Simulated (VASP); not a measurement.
# GaP (F-43m) in VASP: a series of runs, part 2 of 3

VASP 6.6.1. Earlier steps stand in the parts before.

### Step 3. G0W0 quasiparticle levels, PBE

Input file POSCAR:

```
GaP
1.0
    0.0000000000      2.7252500000      2.7252500000
    2.7252500000      0.0000000000      2.7252500000
    2.7252500000      2.7252500000      0.0000000000
Ga P
1 1
Direct
    0.0000000000      0.0000000000      0.0000000000
    0.7500000000      0.7500000000      0.7500000000
```

Input file INCAR.step1:

```
ALGO = Normal
EDIFF = 1E-8
ENCUT = 450
GGA = PE
ISMEAR = 0
LASPH = T
LCHARG = F
LREAL = F
LWAVE = T
NELM = 100
PREC = Accurate
SIGMA = 0.01
```

Input file INCAR.step2:

```
ALGO = Exact
EDIFF = 1E-8
ENCUT = 450
GGA = PE
ISMEAR = 0
ISTART = 1
LASPH = T
LCHARG = F
LOPTICS = T
LREAL = F
LWAVE = T
NBANDS = 21
NELM = 1
PREC = Accurate
SIGMA = 0.01
```

Input file INCAR.step3:

```
ALGO = EVGW0
EDIFF = 1E-8
ENCUT = 450
ENCUTGW = 50
GGA = PE
ISMEAR = 0
ISTART = 1
LASPH = T
LCHARG = F
LREAL = F
LWAVE = F
NBANDS = 21
NBANDSGW = 17
NELMGW = 1
NOMEGA = 48
PREC = Accurate
PRECFOCK = Fast
SIGMA = 0.01
```

Input file KPOINTS:

```
k-points
0
Gamma
  3 3 3
```

Potentials or basis: VASP PAW PBE potentials, release 64 (Ga_d_GW, P_GW).

On the command line:

```
$ cat potpaw_PBE.64/Ga_d_GW/POTCAR potpaw_PBE.64/P_GW/POTCAR > POTCAR
$ cp INCAR.step1 INCAR
$ mpirun -np 1 vasp_std > vasp.out
$ cp INCAR.step2 INCAR
$ mpirun -np 1 vasp_std > vasp.out
$ cp INCAR.step3 INCAR
$ mpirun -np 1 vasp_std > vasp.out
```

OUTCAR:

```text
EDIFF = 1E-8
   ENCUT = 450
   ENCUTGW = 50
   GGA = PE
   ISMEAR = 0
   ISTART = 1
   LASPH = T
   LREAL = F
   NELMGW = 1
   PREC = Accurate
   PRECFOCK = Fast

 Found      4 irreducible k-points:

 Following reciprocal coordinates:
            Coordinates               Weight
  0.000000  0.000000  0.000000      1.000000
  0.333333  0.000000  0.000000      8.000000
  0.333333  0.333333  0.000000      6.000000
 -0.333333  0.333333  0.000000     12.000000
   k-points           NKPTS =      4   k-points in BZ     NKDIM =     27   number of bands    NBANDS=     21
   number of dos      NEDOS =    301   number of ions     NIONS =      2
   total plane-waves  NPLWV =  21952
[... 58 lines left out ...]
   NELMGW              =     1    number of iterations in solving QP/BSE equation
   NELMHF              =     1    number of iterations in the inner HF iteration
   NKREDLFX            =     1    NKREDLFY  =   1   NKREDLFZ  =   1
 non-spin polarized calculation
 Gauss-broadening in eV      SIGMA  =   0.01
  energy-cutoff  :      450.00
  volume of cell :       40.48
 maximum number of plane-waves:       893
 NGX is ok and might be reduce to    28
  NGX = 16; NGY = 16; NGZ = 16
   NGX = 13   NGY = 13   NGZ = 13
 maximum number of plane-waves:        34
 NGX is ok and might be reduce to    10

 QP shifts <psi_nk| G(iteration)W_0 |psi_nk>: iteration 1
 for sc-GW calculations column KS-energies equals QP-energies in previous step
 and V_xc(KS)=  KS-energies - (<T + V_ion + V_H > + <T+V_H+V_ion>^1  + <V_x>^1)

 k-point   1 :       0.0000    0.0000    0.0000
  band No.  KS-energies  QP-energies   sigma(KS)   V_xc(KS)     V^pw_x(r,r')   Z            occupation Imag(sigma)

      1     -10.1856     -14.0588     -27.3560     -21.6848     -35.0252       0.6829       2.0000       0.2791
      2     -10.1856     -14.0588     -27.3560     -21.6848     -35.0252       0.6829       2.0000       0.2791
      3     -10.1856     -14.0588     -27.3560     -21.6848     -35.0252       0.6829       2.0000       0.2791
      4     -10.0900     -14.0141     -27.5308     -21.8034     -35.1437       0.6852       2.0000       0.2388
      5     -10.0900     -14.0141     -27.5308     -21.8034     -35.1437       0.6852       2.0000       0.2388
      6      -8.0298      -7.9651     -11.2637     -11.3534     -18.6291       0.7220       2.0000       1.3337
[... 59 lines left out ...]
      3     -10.1367     -14.0896     -27.4908     -21.7837     -35.1500       0.6926       2.0000       0.2743
      4     -10.1005     -14.0156     -27.4920     -21.7748     -35.1096       0.6848       2.0000       0.2396
      5     -10.0831     -14.0433     -27.5391     -21.8126     -35.1573       0.6915       2.0000       0.2353
      6      -5.2807      -5.3033     -12.6729     -12.6405     -19.1782       0.6959       2.0000       0.7861
[... 9 lines left out ...]
     16      19.4742      20.8689      -7.4057      -9.1973      -2.7823       0.7785       0.0000      -0.6995
     17      20.2154      21.9442      -8.4064     -10.6356      -3.3956       0.7755       0.0000      -0.9331
```

OUTCAR.step1:

```text
EDIFF = 1E-8
   ENCUT = 450
   GGA = PE
   ISMEAR = 0
   LASPH = T
[... 171 lines left out ...]
 -----------------------------------------------------------------------------------
      0.00000      0.00000      0.00000        -0.000000      0.000000     -0.000000
      4.08788      4.08788      4.08788         0.000000     -0.000000      0.000000
 -----------------------------------------------------------------------------------
    total drift:                               -0.000012     -0.000012     -0.000012

  FREE ENERGIE OF THE ION-ELECTRON SYSTEM (eV)
  ---------------------------------------------------
  free  energy   TOTEN  =        -8.5981966163 eV

  energy  without entropy=       -8.5981966163  energy(sigma->0) =       -8.59819662
```

OUTCAR.step2:

```text
EDIFF = 1E-8
   ENCUT = 450
   GGA = PE
   ISMEAR = 0
[... 537 lines left out ...]
  --------------------------------------------------------------------------------------------------------------
     0.00000    29.71780    29.71780    29.71780    -0.00000     0.00000     0.00000
     0.46836    30.62687    30.62687    30.62687    -0.00000     0.00000     0.00000
     0.93672    34.01242    34.01242    34.01242    -0.00000     0.00000     0.00000
     1.40507    43.96547    43.96547    43.96547    -0.00000     0.00000     0.00000
     1.87343     5.38333     5.38333     5.38333    -0.00000     0.00000     0.00000
     2.34179    44.95105    44.95105    44.95105    -0.00000     0.00000     0.00000
[... 92 lines left out ...]
    45.89904     0.79929     0.79929     0.79929     0.00000     0.00000    -0.00000
    46.36740     0.80362     0.80362     0.80362     0.00000     0.00000    -0.00000
```

Wall time 32 s (1 thread of Intel Xeon Platinum 8375C at 2.90GHz (Ice Lake), shared host); peak memory 0.24 GiB.

These settings aren't checked as converged: the numbers below hold their error.

Results:

```yaml
Band_gap_on_the_k_mesh_mean-field_level: 1.70 eV, indirect (least direct gap 1.80 eV)
Quasiparticle_gap: 2.18 eV
Least_direct_quasiparticle_gap: 2.81 eV
```

Caveat: the k mesh is coarse (spacing up to 0.67 Å⁻¹), so the values aren't converged; bands, screening cutoff and mesh are small and nothing is extrapolated, so the quasiparticle values aren't converged; an odd mesh through Γ misses points on the zone boundary, where band edges often lie.

### Step 4. G0W0 quasiparticle levels, PBE

POSCAR is that of step 3.

INCAR.step1 is that of step 3.

INCAR.step2: that of step 3 with these lines changed.

```diff
@@ -11,3 +11,3 @@
 LWAVE = T
-NBANDS = 21
+NBANDS = 33
 NELM = 1
```

INCAR.step3: that of step 3 with these lines changed.

```diff
@@ -3,3 +3,3 @@
 ENCUT = 450
-ENCUTGW = 50
+ENCUTGW = 75
 GGA = PE
@@ -11,3 +11,3 @@
 LWAVE = F
-NBANDS = 21
+NBANDS = 33
 NBANDSGW = 17
```

KPOINTS is that of step 3.

Potentials or basis: VASP PAW PBE potentials, release 64 (Ga_d_GW, P_GW).

On the command line:

```
$ cat potpaw_PBE.64/Ga_d_GW/POTCAR potpaw_PBE.64/P_GW/POTCAR > POTCAR
$ cp INCAR.step1 INCAR
$ mpirun -np 1 vasp_std > vasp.out
$ cp INCAR.step2 INCAR
$ mpirun -np 1 vasp_std > vasp.out
$ cp INCAR.step3 INCAR
$ mpirun -np 1 vasp_std > vasp.out
```

OUTCAR:

```text
EDIFF = 1E-8
   ENCUT = 450
   ENCUTGW = 75
   GGA = PE
   ISMEAR = 0
   ISTART = 1
   LASPH = T
   LREAL = F
   NELMGW = 1
   PREC = Accurate
   PRECFOCK = Fast

 Found      4 irreducible k-points:

 Following reciprocal coordinates:
            Coordinates               Weight
  0.000000  0.000000  0.000000      1.000000
  0.333333  0.000000  0.000000      8.000000
  0.333333  0.333333  0.000000      6.000000
 -0.333333  0.333333  0.000000     12.000000
   k-points           NKPTS =      4   k-points in BZ     NKDIM =     27   number of bands    NBANDS=     33
   number of dos      NEDOS =    301   number of ions     NIONS =      2
   total plane-waves  NPLWV =  21952
[... 58 lines left out ...]
   NELMGW              =     1    number of iterations in solving QP/BSE equation
   NELMHF              =     1    number of iterations in the inner HF iteration
   NKREDLFX            =     1    NKREDLFY  =   1   NKREDLFZ  =   1
 non-spin polarized calculation
 Gauss-broadening in eV      SIGMA  =   0.01
  energy-cutoff  :      450.00
  volume of cell :       40.48
 maximum number of plane-waves:       893
 NGX is ok and might be reduce to    28
  NGX = 16; NGY = 16; NGZ = 16
   NGX = 13   NGY = 13   NGZ = 13
 maximum number of plane-waves:        64
 NGX is ok and might be reduce to    14

 QP shifts <psi_nk| G(iteration)W_0 |psi_nk>: iteration 1
 for sc-GW calculations column KS-energies equals QP-energies in previous step
 and V_xc(KS)=  KS-energies - (<T + V_ion + V_H > + <T+V_H+V_ion>^1  + <V_x>^1)

 k-point   1 :       0.0000    0.0000    0.0000
  band No.  KS-energies  QP-energies   sigma(KS)   V_xc(KS)     V^pw_x(r,r')   Z            occupation Imag(sigma)

      1     -10.1856     -13.4325     -26.4012     -21.6848     -35.0252       0.6884       2.0000       0.2834
      2     -10.1856     -13.4325     -26.4012     -21.6848     -35.0252       0.6884       2.0000       0.2834
      3     -10.1856     -13.4325     -26.4012     -21.6848     -35.0252       0.6884       2.0000       0.2834
      4     -10.0900     -13.3902     -26.5714     -21.8034     -35.1437       0.6922       2.0000       0.2482
      5     -10.0900     -13.3902     -26.5714     -21.8034     -35.1437       0.6922       2.0000       0.2482
      6      -8.0298      -8.1766     -11.5601     -11.3534     -18.6291       0.7103       2.0000       1.2518
[... 59 lines left out ...]
      3     -10.1367     -13.4422     -26.5288     -21.7837     -35.1500       0.6966       2.0000       0.2788
      4     -10.1005     -13.3922     -26.5345     -21.7748     -35.1096       0.6916       2.0000       0.2477
      5     -10.0831     -13.4089     -26.5798     -21.8126     -35.1573       0.6976       2.0000       0.2436
      6      -5.2807      -5.4904     -12.9416     -12.6405     -19.1782       0.6965       2.0000       0.7483
[... 9 lines left out ...]
     16      19.4742      20.0759      -8.4060      -9.1973      -2.7823       0.7604       0.0000      -0.6834
     17      20.2154      21.1199      -9.4495     -10.6356      -3.3956       0.7626       0.0000      -0.9283
```

OUTCAR.step2:

```text
EDIFF = 1E-8
   ENCUT = 450
   GGA = PE
   ISMEAR = 0
[... 538 lines left out ...]
  --------------------------------------------------------------------------------------------------------------
     0.00000    29.51769    29.51769    29.51769    -0.00000     0.00000     0.00000
     0.64499    31.28685    31.28685    31.28685    -0.00000     0.00000     0.00000
     1.28998    39.78146    39.78146    39.78146    -0.00000     0.00000     0.00000
     1.93497     6.61779     6.61779     6.61779    -0.00000     0.00000     0.00000
     2.57995    76.71945    76.71945    76.71945    -0.00000     0.00000     0.00000
     3.22494    -9.82586    -9.82586    -9.82586    -0.00000    -0.00000     0.00000
[... 92 lines left out ...]
    63.20887     0.88568     0.88568     0.88568     0.00000     0.00000    -0.00000
    63.85386     0.88821     0.88821     0.88821     0.00000     0.00000    -0.00000
```

Wall time 31 s (1 thread of Intel Xeon Platinum 8375C at 2.90GHz (Ice Lake), shared host); peak memory 0.24 GiB.

These settings aren't checked as converged: the numbers below hold their error.

Results:

| Quantity | Value |
| --- | --- |
| Band gap on the k mesh, mean-field level | 1.70 eV, indirect (least direct gap 1.80 eV) |
| Quasiparticle gap | 2.18 eV |
| Least direct quasiparticle gap | 2.76 eV |

Caveat: the k mesh is coarse (spacing up to 0.67 Å⁻¹), so the values aren't converged; bands, screening cutoff and mesh are small and nothing is extrapolated, so the quasiparticle values aren't converged; an odd mesh through Γ misses points on the zone boundary, where band edges often lie.

(Part 2 of 3 ends here.)
